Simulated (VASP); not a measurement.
# Ru (P6_3/mmc) in VASP: notebook

Runs on Ru. Level: PBEsol. Tasks: single point.

Program: VASP 6.6.1. These are calculated values, not measurements. Logs are shortened: lines on timing, memory, paths and dates and some standing lists are left out, and cuts for length are marked.

### Step 1. The undisturbed crystal

It takes space group P6_3/mmc (No. 194, hexagonal). The conventional cell has a = 2.706 Å, b = 2.706 Å, c = 4.282 Å, α = 90.00°, β = 90.00°, γ = 120.00°. Ru (site symmetry -6m2) is surrounded by 12 Ru at 2.65 to 2.71 Å.

### Step 2. Single point, PBEsol (grid = ENCUT=460 dk=0.35 cell=2x2x1 ISMEAR=1 SIGMA=0.1 LREAL=Auto EDIFF=1e-06)

Contents of INCAR:

```
  PREC = Accurate
  ENCUT = 460
  EDIFF = 1E-6
  ISMEAR = 1
  SIGMA = 0.1
  LREAL = Auto
  LASPH = True
  NELM = 120
  ALGO = Fast
  ISIF = 2
  LWAVE = False
  LCHARG = False
  GGA = PS
  NBANDS = 64
```

Contents of KPOINTS:

```
Automatic mesh
0
Gamma
  4 4 5
```

Contents of POSCAR:

```
Ru
1.0
    5.4116000000      0.0000000000      0.0000000000
   -2.7058000000      4.6865830752      0.0000000000
    0.0000000000      0.0000000000      4.2819000000
Ru
8
Direct
    0.3333333334      0.1666666666      0.7500000000
    0.3333333334      0.6666666666      0.7500000000
    0.8333333333      0.1666666666      0.7500000000
    0.8333333333      0.6666666666      0.7500000000
    0.1666666666      0.3333333334      0.2500000000
    0.1666666666      0.8333333333      0.2500000000
    0.6666666666      0.3333333334      0.2500000000
    0.6666666666      0.8333333333      0.2500000000
```

Potentials or basis: VASP PAW PBE potentials, release 64 (Ru_pv).

On the command line:

```bash
$ cat potpaw_PBE.64/Ru_pv/POTCAR > POTCAR
$ mpirun -np 1 vasp_std > vasp.out
```

OUTCAR:

```text
PREC = Accurate
   ENCUT = 460
   EDIFF = 1E-6
   ISMEAR = 1
   LREAL = Auto
   LASPH = True
   NELM = 120
   ISIF = 2
   GGA = PS

 Found     12 irreducible k-points:

 Following reciprocal coordinates:
            Coordinates               Weight
  0.000000  0.000000  0.000000      1.000000
  0.250000  0.000000  0.000000      6.000000
  0.500000  0.000000  0.000000      3.000000
  0.250000  0.250000  0.000000      6.000000
  0.000000  0.000000  0.200000      2.000000
  0.250000  0.000000  0.200000     12.000000
   k-points           NKPTS =     12   k-points in BZ     NKDIM =     12   number of bands    NBANDS=     64
   number of dos      NEDOS =    301   number of ions     NIONS =      8
   total plane-waves  NPLWV =  48000
   dimension x,y,z NGX =    40 NGY =   40 NGZ =   30
   dimension x,y,z NGXF=    80 NGYF=   80 NGZF=   60
   ions per type =               8
   NGX,Y,Z   is equivalent  to a cutoff of  12.29, 12.29, 11.65 a.u.
   NGXF,Y,Z  is equivalent  to a cutoff of  24.58, 24.58, 23.30 a.u.
 SYSTEM =  unknown system
   PREC   = accura    normal or accurate (medium, high low for compatibility)
   ISTART =      0    job   : 0-new  1-cont  2-samecut
   ICHARG =      2    charge: 1-file 2-atom 10-const
   ISPIN  =      1    spin polarized calculation?
   LNONCOLLINEAR =      F non collinear calculations
   LSORBIT =      F    spin-orbit coupling
   LASPH  =      T    aspherical Exc in radial PAW
   ENCUT  =  460.0 eV  33.81 Ry    5.81 a.u.   9.46  9.46  7.49*2*pi/ulx,y,z
   NELM   =    120;   NELMIN=  2; NELMDL= -5     # of ELM steps
   EDIFF  = 0.1E-05   stopping-criterion for ELM
   LREAL  =      T    real-space projection
   EDIFFG = 0.1E-04   stopping-criterion for IOM
   NSW    =      0    number of steps for IOM
   IBRION =     -1    ionic relax: 0-MD 1-quasi-New 2-CG
   NFREE  =      0    steps in history (QN), initial steepest desc. (CG)
   ISIF   =      2    stress and relaxation
   ISYM   =      2    0-nonsym 1-usesym 2-fastsym
   POTIM  = 0.5000    time-step for ionic-motion
   TEBEG  =    0.0;   TEEND  =   0.0 temperature during run
   PSTRESS=    0.0 pullay stress
   NELECT =     112.0000    total number of electrons
   NUPDOWN=      -1.0000    fix difference up-down
   EMIN   =  10.00;   EMAX   =-10.00  energy-range for DOS
   EFERMI =   0.00;   METHOD = LEGACY
   ISMEAR =     1;   SIGMA  =   0.10  broadening in eV -4-tet -1-fermi 0-gaus
   EFERMI_NEDOS =   21; number of points for ismear=-14 and -15
   IALGO  =     68    algorithm
   IMIX   =      4    mixing-type and parameters
     AMIX     =   0.40;   BMIX     =  1.00
     AMIX_MAG =   1.60;   BMIX_MAG =  1.00
  volume/ion in A,a.u.               =      13.57        91.61
  Fermi-wavevector in a.u.,A,eV,Ry     =   1.654022  3.125649 37.222674  2.735789
  Thomas-Fermi vector in A             =   2.742361
   LORBIT       =      0    0 simple, 1 ext, 2 COOP (PROOUT), +10 PAW based schemes
   GGA     = PS    functional components
   LHFCALC =     F    Hartree Fock is set to
   AEXX    =    0.0000 exact exchange contribution
   IVDW    =     0    specifies the selected vdW correction
   LEPSILON=     F    determine dielectric tensor
   LRPA    =     F    only Hartree local field effects (RPA)
 non-spin polarized calculation
 RMM-DIIS sequential band-by-band and
 Methfessel and Paxton  Order N= 1 SIGMA  =   0.10
  energy-cutoff  :      460.00
  volume of cell :      108.60
 maximum number of plane-waves:      2457
 NGX is ok and might be reduce to    40
   NGX = 19   NGY = 19   NGZ = 15

 number of electron     112.0000027 magnetization

 Free energy of the ion-electron system (eV)
  ---------------------------------------------------
  ext. energy  EPLUGINS =         0.00000000
  ---------------------------------------------------
  free energy    TOTEN  =       -81.49479999 eV

  energy without entropy =      -81.49271017  energy(sigma->0) =      -81.49410338

 E-fermi :  12.6938     XC(G=0): -14.2830

 val. band max:       12.6861501686   @ k =   0.2500   0.0000   0.4000
 cond. band min:      12.7092406762   @ k =   0.2500   0.0000   0.4000
 fundamental gap:      0.0230905076
 Fermi energy:        12.6938100879

 k-point     1 :       0.0000    0.0000    0.0000
  band No.  band energies     occupation
      1     -30.9152      2.00000
      2     -30.7192      2.00000
      3     -30.7192      2.00000
      4     -30.7192      2.00000
      5     -30.5271      2.00000
      6     -30.5271      2.00000
[... 56 lines left out ...]
     63      14.5990     -0.00000
     64      14.6248     -0.00000

 k-point     2 :       0.2500    0.0000    0.0000
  band No.  band energies     occupation
      1     -30.8624      2.00000
      2     -30.6612      2.00000
      3     -30.6612      2.00000
      4     -30.6098      2.00000
      5     -30.5385      2.00000
      6     -30.4812      2.00000
[... 56 lines left out ...]
     63      14.2149     -0.00000
     64      14.4413     -0.00000

 k-point     3 :       0.5000    0.0000    0.0000
  band No.  band energies     occupation
      1     -30.7205      2.00000
      2     -30.7205      2.00000
      3     -30.5610      2.00000
      4     -30.5610      2.00000
      5     -30.4779      2.00000
      6     -30.4779      2.00000
[... 56 lines left out ...]
     63      14.2532     -0.00000
     64      14.2640     -0.00000

 k-point     4 :       0.2500    0.2500    0.0000
  band No.  band energies     occupation
      1     -30.7649      2.00000
      2     -30.6098      2.00000
      3     -30.5994      2.00000
      4     -30.5994      2.00000
      5     -30.4751      2.00000
      6     -30.4751      2.00000
[... 56 lines left out ...]
     63      14.1167     -0.00000
     64      14.1996     -0.00000

 k-point     5 :       0.0000    0.0000    0.2000
  band No.  band energies     occupation
      1     -30.8105      2.00000
      2     -30.7894      2.00000
      3     -30.7894      2.00000
      4     -30.7894      2.00000
      5     -30.6154      2.00000
      6     -30.6154      2.00000
[... 56 lines left out ...]
     63      14.3129     -0.00000
     64      14.5274     -0.00000

 k-point     6 :       0.2500    0.0000    0.2000
  band No.  band energies     occupation
      1     -30.7723      2.00000
      2     -30.7315      2.00000
      3     -30.7315      2.00000
      4     -30.7176      2.00000
      5     -30.5737      2.00000
      6     -30.5737      2.00000
[... 56 lines left out ...]
     63      14.0107     -0.00000
     64      14.4089     -0.00000

 [... further k-points ...]
[... 5 lines left out ...]
  --------------------------------------------------------------------------------------
  -------------------------------------------------------------------------------------
  Total       -4.3410949     -4.3410949     -5.3702027      0.0000000     -0.0000000      0.0000000
  in kB      -64.0458999    -64.0458999    -79.2287376      0.0000000     -0.0000000      0.0000000
  external PRESSURE =     -69.1068458 kB  Pullay stress =       0.0000000 kB

 VOLUME and BASIS-vectors are now :
 -----------------------------------------------------------------------------
  energy-cutoff  :      460.00
  volume of cell :      108.60
      direct lattice vectors                 reciprocal lattice vectors
     5.411600000  0.000000000  0.000000000     0.184788233  0.106687536  0.000000000
    -2.705800000  4.686583075  0.000000000     0.000000000  0.213375072  0.000000000
     0.000000000  0.000000000  4.281900000     0.000000000  0.000000000  0.233541185

 POSITION                                       TOTAL-FORCE (eV/Angst)
 -----------------------------------------------------------------------------------
      1.35290      0.78110      3.21143         0.000000      0.000000     -0.000000
      0.00000      3.12439      3.21143        -0.000000      0.000000      0.000000
      4.05870      0.78110      3.21143        -0.000000      0.000000     -0.000000
      2.70580      3.12439      3.21143         0.000000      0.000000     -0.000000
     -0.00000      1.56219      1.07048        -0.000000     -0.000000     -0.000000
     -1.35290      3.90549      1.07048        -0.000000     -0.000000     -0.000000
      2.70580      1.56219      1.07048         0.000000     -0.000000     -0.000000
      1.35290      3.90549      1.07048        -0.000000     -0.000000      0.000000
 -----------------------------------------------------------------------------------
    total drift:                                0.000001      0.000001      0.000000

  FREE ENERGIE OF THE ION-ELECTRON SYSTEM (eV)
  ---------------------------------------------------
  free  energy   TOTEN  =       -81.4947999901 eV

  energy  without entropy=      -81.4927101673  energy(sigma->0) =      -81.49410338
```

It took 2.8 min on 1 thread of Intel Xeon Platinum 8259CL at 2.50GHz (Skylake/Cascade Lake), shared host; peak memory 0.23 GiB.

The run converged, but some of its settings lie outside the range that counts as converged, so its numbers aren't taken as properties of the crystal.

Results:

```yaml
Free_energy: -81.4948 eV
Pressure: -6.9 GPa
Band_gap_on_the_k_mesh: none (metal or under the smearing width)
```

Caveat: the PAW data sets were made with another functional, which shifts forces and pressure a little.

### Step 3. Single point, PBEsol (grid = ENCUT=520 dk=0.35 cell=2x2x1 ISMEAR=1 SIGMA=0.1 LREAL=Auto EDIFF=1e-06)

Edit INCAR of step 2 so:

```diff
@@ -1,3 +1,3 @@
   PREC = Accurate
-  ENCUT = 460
+  ENCUT = 520
   EDIFF = 1E-6
```

KPOINTS is that of step 2.

POSCAR is that of step 2.

Potentials or basis: VASP PAW PBE potentials, release 64 (Ru_pv).

On the command line:

```bash
$ cat potpaw_PBE.64/Ru_pv/POTCAR > POTCAR
$ mpirun -np 1 vasp_std > vasp.out
```

OUTCAR:

```text
PREC = Accurate
   ENCUT = 520
   EDIFF = 1E-6
   ISMEAR = 1
   LREAL = Auto
   LASPH = True
   NELM = 120
   ISIF = 2
   GGA = PS

 Found     12 irreducible k-points:

 Following reciprocal coordinates:
            Coordinates               Weight
  0.000000  0.000000  0.000000      1.000000
  0.250000  0.000000  0.000000      6.000000
  0.500000  0.000000  0.000000      3.000000
  0.250000  0.250000  0.000000      6.000000
  0.000000  0.000000  0.200000      2.000000
  0.250000  0.000000  0.200000     12.000000
   k-points           NKPTS =     12   k-points in BZ     NKDIM =     12   number of bands    NBANDS=     64
   number of dos      NEDOS =    301   number of ions     NIONS =      8
   total plane-waves  NPLWV =  51200
   dimension x,y,z NGX =    40 NGY =   40 NGZ =   32
   dimension x,y,z NGXF=    80 NGYF=   80 NGZF=   64
   ions per type =               8
   NGX,Y,Z   is equivalent  to a cutoff of  12.29, 12.29, 12.42 a.u.
   NGXF,Y,Z  is equivalent  to a cutoff of  24.58, 24.58, 24.85 a.u.
 SYSTEM =  unknown system
   PREC   = accura    normal or accurate (medium, high low for compatibility)
   ISTART =      0    job   : 0-new  1-cont  2-samecut
   ICHARG =      2    charge: 1-file 2-atom 10-const
[... 59 lines left out ...]
 cond. band min:      12.7086784658   @ k =   0.2500   0.0000   0.4000
 fundamental gap:      0.0230746098
 Fermi energy:        12.6932512345

 k-point     1 :       0.0000    0.0000    0.0000
  band No.  band energies     occupation
      1     -30.9156      2.00000
      2     -30.7198      2.00000
      3     -30.7198      2.00000
      4     -30.7198      2.00000
      5     -30.5276      2.00000
      6     -30.5276      2.00000
[... 391 lines left out ...]
     63      14.0098     -0.00000
     64      14.3904     -0.00000

 [... further k-points ...]
[... 5 lines left out ...]
  --------------------------------------------------------------------------------------
  -------------------------------------------------------------------------------------
  Total       -4.3063043     -4.3063043     -5.2919653      0.0000000      0.0000000      0.0000000
  in kB      -63.5326204    -63.5326204    -78.0744693      0.0000000      0.0000000      0.0000000
  external PRESSURE =     -68.3799034 kB  Pullay stress =       0.0000000 kB

 VOLUME and BASIS-vectors are now :
 -----------------------------------------------------------------------------
  energy-cutoff  :      520.00
  volume of cell :      108.60
      direct lattice vectors                 reciprocal lattice vectors
     5.411600000  0.000000000  0.000000000     0.184788233  0.106687536  0.000000000
    -2.705800000  4.686583075  0.000000000     0.000000000  0.213375072  0.000000000
     0.000000000  0.000000000  4.281900000     0.000000000  0.000000000  0.233541185

 POSITION                                       TOTAL-FORCE (eV/Angst)
 -----------------------------------------------------------------------------------
      1.35290      0.78110      3.21143        -0.000000      0.000000      0.000000
      0.00000      3.12439      3.21143        -0.000000      0.000000      0.000000
      4.05870      0.78110      3.21143        -0.000000      0.000000      0.000000
      2.70580      3.12439      3.21143         0.000000     -0.000000      0.000000
     -0.00000      1.56219      1.07048         0.000000      0.000000     -0.000000
     -1.35290      3.90549      1.07048         0.000000     -0.000000     -0.000000
      2.70580      1.56219      1.07048         0.000000      0.000000     -0.000000
      1.35290      3.90549      1.07048         0.000000     -0.000000     -0.000000
 -----------------------------------------------------------------------------------
    total drift:                                0.000001      0.000001      0.000000

  FREE ENERGIE OF THE ION-ELECTRON SYSTEM (eV)
  ---------------------------------------------------
  free  energy   TOTEN  =       -81.4981697303 eV

  energy  without entropy=      -81.4960828190  energy(sigma->0) =      -81.49747409
```

OSZICAR:

```text
N       E                     dE             d eps       ncg     rms          rms(c)
DAV:   1     0.148274907994E+04    0.14827E+04   -0.67618E+04  1568   0.196E+03
DAV:   2    -0.204274362255E+02   -0.15032E+04   -0.14658E+04  1624   0.616E+02
DAV:   3    -0.860378089125E+02   -0.65610E+02   -0.63079E+02  2032   0.120E+02
DAV:   4    -0.879663690087E+02   -0.19286E+01   -0.18975E+01  1824   0.168E+01
DAV:   5    -0.880117761606E+02   -0.45407E-01   -0.45352E-01  1824   0.251E+00    0.386E+01
RMM:   6    -0.817808897546E+02    0.62309E+01   -0.17841E+01  1560   0.220E+01    0.976E+00
RMM:   7    -0.814815547451E+02    0.29934E+00   -0.60582E+00  1593   0.879E+00    0.153E+00
RMM:   8    -0.814980103493E+02   -0.16456E-01   -0.70218E-01  1644   0.315E+00    0.133E+00
RMM:   9    -0.814984953664E+02   -0.48502E-03   -0.17641E-01  1721   0.123E+00    0.377E-01
RMM:  10    -0.814975928128E+02    0.90255E-03   -0.22355E-02  1724   0.682E-01    0.603E-02
RMM:  11    -0.814980260071E+02   -0.43319E-03   -0.48650E-03  1852   0.194E-01    0.366E-02
RMM:  12    -0.814981199048E+02   -0.93898E-04   -0.11132E-03  2059   0.755E-02    0.824E-03
RMM:  13    -0.814981495876E+02   -0.29683E-04   -0.28176E-04  2057   0.307E-02    0.530E-03
RMM:  14    -0.814981620756E+02   -0.12488E-04   -0.12686E-04  1475   0.125E-02    0.263E-03
RMM:  15    -0.814981666281E+02   -0.45525E-05   -0.36237E-05  1155   0.476E-03    0.109E-03
RMM:  16    -0.814981689346E+02   -0.23065E-05   -0.24636E-05  1105   0.304E-03    0.310E-04
RMM:  17    -0.814981697303E+02   -0.79569E-06   -0.76152E-06   736   0.173E-03
   1 F= -.81498170E+02 E0= -.81497474E+02  d E =-.208691E-02
```

stdout:

```text
POSCAR found type information on POSCAR Ru
 POSCAR found :  1 types and       8 ions
 scaLAPACK will be used
 -----------------------------------------------------------------------------
|                                                                             |
|                                                                             |
|     You have a (more or less) 'small supercell' and for smaller cells       |
|     it is recommended to use the reciprocal-space projection scheme!        |
|     The real-space optimization is not efficient for small cells and it     |
|     is also less accurate ...                                               |
|     Therefore, set LREAL=.FALSE. in the INCAR file.                         |
|                                                                             |
 -----------------------------------------------------------------------------

 -----------------------------------------------------------------------------
|                                                                             |
|                                                                             |
|     You enforced a specific xc type in the INCAR file but a different       |
|     I HOPE YOU KNOW WHAT YOU ARE DOING!                                     |
|                                                                             |
 -----------------------------------------------------------------------------

 LDA part: xc-table for (Slater+PW92), standard interpolation
 POSCAR, INCAR and KPOINTS ok, starting setup
 FFT: planning ... GRIDC
 FFT: planning ... GRID_SOFT
 FFT: planning ... GRID
 WAVECAR not read
 entering main loop
```

Wall time 3.1 min (1 thread of Intel Xeon Platinum 8259CL at 2.50GHz (Skylake/Cascade Lake), shared host); peak memory 0.24 GiB.

The run converged, but some of its settings lie outside the range that counts as converged, so its numbers aren't taken as properties of the crystal.

What came out:

```
Free energy            : -81.4982 eV
Pressure               : -6.8 GPa
Band gap on the k mesh : none (metal or under the smearing width)
```

Caveat: the PAW data sets were made with another functional, which shifts forces and pressure a little.

[end of part 1 of 2]
